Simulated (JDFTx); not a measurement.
# KBr (Fm-3m) in JDFTx: reference runs

Aim: a first look at KBr with PBEsol, on the cell as given.

Everything below comes from runs of JDFTx 1.7.0 (patched build). Logs are shortened: lines on timing, memory, paths and dates and some standing lists are left out, and cuts for length are marked. The log counts tension as positive stress, the text compression.

### Step 1. The crystal as given

The structure is cubic, space group Fm-3m (No. 225). The conventional cell has a = 6.600 Å, b = 6.600 Å, c = 6.600 Å, α = 90.00°, β = 90.00°, γ = 90.00°. Br (site symmetry m-3m) has 6 K at 3.30 Å as nearest neighbours. K (site symmetry m-3m) is surrounded by 6 Br at 3.30 Å.

### Step 2. Single point, PBEsol

The input, KBr.in:

```
lattice \
    0.0000000000     6.2360962113     6.2360962113 \
    6.2360962113     0.0000000000     6.2360962113 \
    6.2360962113     6.2360962113     0.0000000000
coords-type Lattice
ion Br     0.5000000000     0.5000000000     0.5000000000 1
ion K      0.0000000000     0.0000000000     0.0000000000 1

ion-species pseudo/Br.upf
ion-species pseudo/K.upf
elec-cutoff 37 296
elec-ex-corr gga-PBEsol
kpoint-folding 7 7 7
elec-smearing Fermi 0.0018374661
elec-n-bands 14
electronic-SCF nIterations 100 energyDiffThreshold 1e-09
electronic-minimize nIterations 30 energyDiffThreshold 1e-7
converge-empty-states yes
forces-output-coords Cartesian

dump-name run.$VAR
dump End Ecomponents EigStats BandEigs Kpoints Forces Stress
```

Potentials or basis: PseudoDojo-SR-PBEsol-0.4.1-standard with smoothed tails.

On the command line:

```sh
$ jdftx -c 1 -i KBr.in -o KBr.out
```

Log:

```text
*************** JDFTx 1.7.0 (patched build) ***************

[... 9 lines left out ...]
---------- Initializing the Grid ----------
R =
[            0       6.2361       6.2361  ]
[       6.2361            0       6.2361  ]
[       6.2361       6.2361            0  ]
unit cell volume = 485.03
G =
[  -0.503776   0.503776   0.503776  ]
[   0.503776  -0.503776   0.503776  ]
[   0.503776   0.503776  -0.503776  ]
Minimum fftbox size, Smin = [  72  72  72  ]
Chosen fftbox size, S = [  72  72  72  ]

---------- Initializing tighter grid for wavefunction operations ----------
R =
[            0       6.2361       6.2361  ]
[       6.2361            0       6.2361  ]
[       6.2361       6.2361            0  ]
unit cell volume = 485.03
G =
[  -0.503776   0.503776   0.503776  ]
[   0.503776  -0.503776   0.503776  ]
[   0.503776   0.503776  -0.503776  ]
Minimum fftbox size, Smin = [  52  52  52  ]
Chosen fftbox size, S = [  54  54  54  ]

---------- Exchange Correlation functional ----------
Initalized PBEsol GGA exchange.
Initalized PBEsol GGA correlation.

---------- Setting up pseudopotentials ----------
Width of ionic core gaussian charges (only for fluid interactions / plotting) set to 0

Reading pseudopotential file 'pseudo/Br.upf':
  'Br' pseudopotential, 'PBESOL' functional
  Generated using ONCVPSP code by D. R. Hamann
  7 valence electrons, 2 orbitals, 6 projectors, 1001 radial grid points, with lMax = 2
    4S    l: 0   occupation:  2.0   eigenvalue: -0.739906
    4P    l: 1   occupation:  5.0   eigenvalue: -0.288675
  Core radius for overlap checks: 1.88 bohrs.

Reading pseudopotential file 'pseudo/K.upf':
  'K' pseudopotential, 'PBESOL' functional
  Generated using ONCVPSP code by D. R. Hamann
  9 valence electrons, 3 orbitals, 6 projectors, 1001 radial grid points, with lMax = 2
    3S    l: 0   occupation:  2.0   eigenvalue: -1.296039
    3P    l: 1   occupation:  6.0   eigenvalue: -0.690783
    4S    l: 0   occupation:  1.0   eigenvalue: -0.084574
  WARNING: large normalization error in atomic orbital 2s (integral: 0.981092).
  Core radius for overlap checks: 1.56 bohrs.

Initialized 2 species with 2 total atoms.

Folded 1 k-points by 7x7x7 to 343 k-points.

---------- Setting up k-points, bands, fillings ----------
Reduced to 20 k-points under symmetry.
Computing the number of bands and number of electrons
Calculating initial fillings.
nElectrons:  16.000000   nBands: 14   nStates: 20

----- Setting up reduced wavefunction bases (one per k-point) -----
average nbasis = 5214.633 , ideal nbasis = 5213.928

---------- Setting up ewald sum ----------
Optimum gaussian width for ewald sums = 2.832327 bohr.
Real space sum over 1331 unit cells with max indices [  5  5  5  ]
Reciprocal space sum over 2197 terms with max indices [  6  6  6  ]

---------- Allocating electronic variables ----------
Initializing wave functions:  linear combination of atomic orbitals
Note: number of bands (14) exceeds available atomic orbitals (9)
Br pseudo-atom occupations:   s ( 2 )  p ( 5 )
K pseudo-atom occupations:   s ( 2 1 )  p ( 6 )
	FillingsUpdate:  mu: +0.168314165  nElectrons: 16.000000
LCAOMinimize: Iter:   0  F: -42.0094052075950231  |grad|_K:  2.331e-03  alpha:  1.000e+00
	FillingsUpdate:  mu: +0.160730541  nElectrons: 16.000000
LCAOMinimize: Iter:   1  F: -42.0176598994921591  |grad|_K:  4.488e-05  alpha:  7.235e-01  linmin:  2.014e-01  cgtest: -8.154e-01
	FillingsUpdate:  mu: +0.160703808  nElectrons: 16.000000
[... 5 lines of inner loops ...]
LCAOMinimize: Iter:   4  F: -42.0176627545075618  |grad|_K:  3.534e-08  alpha:  9.719e-01  linmin: -1.518e-03  cgtest:  3.948e-03
	FillingsUpdate:  mu: +0.160821859  nElectrons: 16.000000
LCAOMinimize: Iter:   5  F: -42.0176627545099350  |grad|_K:  2.063e-09  alpha:  9.017e-01  linmin: -4.474e-03  cgtest:  1.884e-02
LCAOMinimize: Converged (|Delta F|<1.000000e-06 for 2 iters).

-------- Electronic minimization -----------
Will mix electronic density at each iteration.
	FillingsUpdate:  mu: +0.160821859  nElectrons: 16.000000
	FillingsUpdate:  mu: +0.148730030  nElectrons: 16.000000
SCF: Cycle:  0   F: -42.033343361121538   dF: -1.568e-02   |Residual|: 7.502e-02   |deigs|: 1.534e-01
	FillingsUpdate:  mu: +0.100000000  nElectrons: 16.000000
SCF: Cycle:  1   F: -42.043678159482454   dF: -1.033e-02   |Residual|: 2.391e-02   |deigs|: 2.004e-02
	FillingsUpdate:  mu: +0.100000000  nElectrons: 16.000000
SCF: Cycle:  2   F: -42.045335690226665   dF: -1.658e-03   |Residual|: 5.540e-03   |deigs|: 7.878e-03
	FillingsUpdate:  mu: +0.100000000  nElectrons: 16.000000
SCF: Cycle:  3   F: -42.045443696134299   dF: -1.080e-04   |Residual|: 8.723e-04   |deigs|: 2.697e-03
	FillingsUpdate:  mu: +0.100000000  nElectrons: 16.000000
SCF: Cycle:  4   F: -42.045468262250182   dF: -2.457e-05   |Residual|: 4.623e-04   |deigs|: 1.150e-03
	FillingsUpdate:  mu: +0.100000000  nElectrons: 16.000000
SCF: Cycle:  5   F: -42.045474292668835   dF: -6.030e-06   |Residual|: 1.181e-04   |deigs|: 4.969e-04
	FillingsUpdate:  mu: +0.100000000  nElectrons: 16.000000
SCF: Cycle:  6   F: -42.045476156944993   dF: -1.864e-06   |Residual|: 5.823e-05   |deigs|: 3.393e-04
	FillingsUpdate:  mu: +0.100000000  nElectrons: 16.000000
SCF: Cycle:  7   F: -42.045477355461045   dF: -1.199e-06   |Residual|: 3.014e-05   |deigs|: 3.960e-04
	FillingsUpdate:  mu: +0.100000000  nElectrons: 16.000000
SCF: Cycle:  8   F: -42.045477750053536   dF: -3.946e-07   |Residual|: 1.455e-05   |deigs|: 3.357e-04
	FillingsUpdate:  mu: +0.100000000  nElectrons: 16.000000
SCF: Cycle:  9   F: -42.045477988991266   dF: -2.389e-07   |Residual|: 6.674e-06   |deigs|: 3.889e-04
	FillingsUpdate:  mu: +0.100000000  nElectrons: 16.000000
SCF: Cycle: 10   F: -42.045478057341157   dF: -6.835e-08   |Residual|: 6.816e-06   |deigs|: 2.335e-04
	FillingsUpdate:  mu: +0.100000000  nElectrons: 16.000000
SCF: Cycle: 11   F: -42.045478106025570   dF: -4.868e-08   |Residual|: 3.761e-06   |deigs|: 8.716e-04
	FillingsUpdate:  mu: +0.100000000  nElectrons: 16.000000
SCF: Cycle: 12   F: -42.045478118464217   dF: -1.244e-08   |Residual|: 3.922e-06   |deigs|: 4.881e-04
	FillingsUpdate:  mu: +0.100000000  nElectrons: 16.000000
SCF: Cycle: 13   F: -42.045478126982800   dF: -8.519e-09   |Residual|: 1.711e-06   |deigs|: 5.789e-04
	FillingsUpdate:  mu: +0.100000000  nElectrons: 16.000000
SCF: Cycle: 14   F: -42.045478129615901   dF: -2.633e-09   |Residual|: 6.886e-07   |deigs|: 1.195e-04
	FillingsUpdate:  mu: +0.100000000  nElectrons: 16.000000
SCF: Cycle: 15   F: -42.045478131334818   dF: -1.719e-09   |Residual|: 9.147e-07   |deigs|: 9.251e-05
	FillingsUpdate:  mu: +0.100000000  nElectrons: 16.000000
SCF: Cycle: 16   F: -42.045478131858644   dF: -5.238e-10   |Residual|: 1.556e-07   |deigs|: 5.337e-05
	FillingsUpdate:  mu: +0.100000000  nElectrons: 16.000000
SCF: Cycle: 17   F: -42.045478132179241   dF: -3.206e-10   |Residual|: 3.044e-07   |deigs|: 7.111e-05
SCF: Converged (|Delta E|<1.000000e-09 for 2 iters).

Setting wave functions to eigenvectors of Hamiltonian
Converging empty states (this may take a while):
EmptyStates: None of the convergence criteria satisfied.
|deigs|: 5.459e-04

# Stress tensor in Cartesian coordinates [Eh/a0^3]:
[  1.16303e-05            0            0  ]
[            0  1.16303e-05            0  ]
[            0            0  1.16303e-05  ]

# Ionic positions in lattice coordinates:
ion Br   0.500000000000000   0.500000000000000   0.500000000000000 1
ion K   0.000000000000000   0.000000000000000   0.000000000000000 1

# Forces in Cartesian coordinates:
force Br   0.000000000000000   0.000000000000000   0.000000000000000 1
force K  -0.000000000000000  -0.000000000000000  -0.000000000000000 1

# Energy components:
   Eewald =      -29.3989375836096940
       EH =        9.6098133191132415
     Eloc =      -35.7048928132399723
      Enl =        6.4872757446833766
      Exc =      -11.5094889654268488
 Exc_core =        3.7952106179570562
       KE =       14.6755415483435954
-------------------------------------
     Etot =      -42.0454781321792410
       TS =        0.0000000000000000
-------------------------------------
        F =      -42.0454781321792410

IonicMinimize: Iter:   0  F: -42.045478132179241  |grad|_K:  2.492e-42
IonicMinimize: Converged (|grad|_K<1.000000e-04).

#--- Lowdin population analysis ---
# oxidation-state Br -0.657
# oxidation-state K +0.712

Dumping 'run.eigStats' ...
	eMin: -0.976947 at state 0 ( [ +0.000000 +0.000000 +0.000000 ] spin 0 )
	HOMO: +0.037769 at state 0 ( [ +0.000000 +0.000000 +0.000000 ] spin 0 )
	mu  : +0.100000
	LUMO: +0.195135 at state 0 ( [ +0.000000 +0.000000 +0.000000 ] spin 0 )
	eMax: +0.441797 at state 13 ( [ +0.000000 +0.285714 -0.285714 ] spin 0 )
	HOMO-LUMO gap: +0.157366
	Optical gap  : +0.157366 at state 0 ( [ +0.000000 +0.000000 +0.000000 ] spin 0 )
WARNING: the last solve of the electrons (or of bands or displaced states from it) ended unconverged.
Done!
[note: mu as printed may lie anywhere between the filled and the empty levels]
```

Run time: 2.5 min. Hardware: 1 thread of Intel Xeon Platinum 8259CL at 2.50GHz (Skylake/Cascade Lake), shared host; peak memory 0.19 GiB.

What came out:

```
Free energy            : -1144.1157 eV
Pressure               : -0.3 GPa
Band gap on the k mesh : 4.28 eV, direct
Loewdin charges        : Br -0.66; K +0.71 e
```

Caveat: the empty levels aren't tightly converged. Expect the measured gap to be larger: semilocal functionals such as PBEsol lack the derivative discontinuity.
